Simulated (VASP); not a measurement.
Here is a VASP 6.6.1 calculation.

Contents of INCAR:

```
SYSTEM = TaN
  PREC = Accurate
  ENCUT = 900
  EDIFF = 1E-8
  ISMEAR = 0
  SIGMA = 0.05
  LREAL = .FALSE.
  LASPH = .TRUE.
  NELM = 100
  ALGO = Normal
  ISIF = 2
  LWAVE = .FALSE.
  LCHARG = .FALSE.
  GGA = PE
  ADDGRID = .FALSE.
```

KPOINTS

```
Automatic mesh
0
G
  13 13 13
  0 0 0
```

File POSCAR:

```
TaN
1.0
    0.0000000000      2.2113230000      2.2113230000
    2.2113230000      0.0000000000      2.2113230000
    2.2113230000      2.2113230000      0.0000000000
Ta N
1 1
Direct
    0.5000000000      0.5000000000      0.5000000000
    0.0000000000      0.0000000000      0.0000000000
```

Potentials or basis: VASP PAW PBE potentials, release 64 (Ta_pv, N).

The run is started by

```console
$ cat potpaw_PBE.64/Ta_pv/POTCAR potpaw_PBE.64/N/POTCAR > POTCAR
$ mpirun -np 1 vasp_std > vasp.out
```

Question: Predict the pressure.

Answer: -0.4 GPa.

 The run has no spin-orbit coupling, so splittings on Ta are missing.
